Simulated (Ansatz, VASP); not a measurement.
## Two plane-wave programs on Te

The input INCAR:

```
SYSTEM = Te
PREC     = Accurate       ! precision mode
ENCUT    = 520            ! plane-wave cutoff, eV
EDIFF    = 1E-6           ! SCF threshold, eV
ISMEAR   = -1             ! smearing method
SIGMA    = 0.05           ! smearing width, eV
LREAL    = .FALSE.        ! projectors in reciprocal space
LASPH    = .TRUE.         ! aspherical terms in the spheres
NELM     = 100            ! most SCF steps
ALGO     = Normal         ! electronic algorithm
ISIF     = 2              ! what is computed and relaxed
LWAVE    = .FALSE.        ! write WAVECAR
LCHARG   = .FALSE.        ! write CHGCAR
GGA      = PS             ! functional
NBANDS   = 9              ! bands
```

The input KPOINTS:

```
Automatic mesh
0
G
  7 7 7
  0 0 0
```

POSCAR

```
Te
1.0
    2.3325306326      1.3774325799      1.6909537039
   -2.2792780528      1.2851964061      1.6909537039
   -0.0532525797     -2.6626289860      1.6909537039
Te
1
Direct
    0.5000000000      0.5000000000      0.5000000000
```

The input input.yaml:

```yaml
crystal:
  lattice:
    - [2.3325306326, 1.3774325799, 1.6909537039]
    - [-2.2792780528, 1.2851964061, 1.6909537039]
    - [-0.0532525797, -2.662628986, 1.6909537039]
  atoms:
    - { symbol: Te, position: [0.5, 0.5, 0.5] }
hamiltonian:
  xc: pbesol
  pseudopotentials: { kind: paw }
kpoints:
  mp_grid: { grid: [7, 7, 7] }
  band_path:
    path:
      - [[0.0, 0.5, 0.0], [0.0, 0.0, 0.0], [0.0, 0.0, -0.5]]
      - [[0.0, 0.5, -0.5], [0.0, 0.0, 0.0], [-0.5, 0.0, 0.5]]
      - [[-0.5, 0.5, 0.5], [0.0, 0.0, 0.0], [-0.5, 0.0, 0.0]]
      - [[-0.5, 0.5, 0.0], [0.0, 0.0, 0.0]]
    npoints: 14
scf:
  occupations: { method: fermi_dirac, width: 0.05 }
  n_extra_bands: 6
output:
  forces: true
  stress: true
  eigenvalues: true
  fatbands: false
```

This isn't the form of Te at room conditions, which is trigonal, of chains.

Alike in both runs: functional PBEsol; k mesh 7 × 7 × 7; occupations fermi-dirac, width 0.05 eV; no spin polarisation.

|  | VASP | Ansatz |
| --- | --- | --- |
| version | VASP 6.6.1 | Ansatz 0.2.0 |
| potentials or method | VASP PAW PBE potentials, release 64 (Te) | Ansatz PAW |
| plane-wave cutoff (eV) | 520 | 420 |
| valence electrons in the cell | 6 | 16 |
| task | single point | band structure |

Ansatz gave:

```
gap on the k mesh at the Fermi level (eV)       : none
pressure (GPa)                                  : -0.4
largest component of the traceless stress (GPa) : 0.45
```

Task: What did VASP give for the same quantities?

Result: gap on the k mesh at the Fermi level (eV): none; pressure (GPa): -0.3; largest component of the traceless stress (GPa): 0.45.

A gap of «none» marks a metal or a gap that the smearing closes. The two sets of potentials don't hold the same shells in valence.

Caveats: the PAW data sets were made with another functional, which shifts forces and pressure a little (VASP); spin-orbit coupling is left out, which moves the levels of the heavy elements (Ansatz); the PAW data sets come from PBE, with cores solved anew for the run's functional, which leaves a small shift of forces and pressure (Ansatz). Spin-orbit coupling is left out, which matters for the levels of Te.
